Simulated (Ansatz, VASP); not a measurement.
# One calculation of Y, two programs

```
Y
1.0
     3.14087    0.00000    0.00000
     0.00000    3.14087    0.00000
     0.00000    0.00000    3.14087
Y
1
Direct
  0.00000 0.00000 0.00000
```

Alike in both runs: functional LDA; k mesh 10 × 10 × 10; occupations fermi-dirac, width 0.1 eV; no spin polarisation.

Ansatz relaxed the structure, and its values are those at the end. VASP's run is a single point on that final structure, the one shown.

```csv
,VASP,Ansatz
version,VASP 6.6.1,Ansatz 0.2.0
potentials or method,"VASP PAW LDA potentials, release 64 (Y_sv)","plane waves (420 eV) with PAW, scalar-relativistic"
plane-wave cutoff (eV),520,420
valence electrons in the cell,11,11
```

```tsv
	VASP	Ansatz	Ansatz less VASP
pressure (GPa)	-0.1	0.0	+0.08
```

Ansatz warned: «pseudo_functional_mismatch».
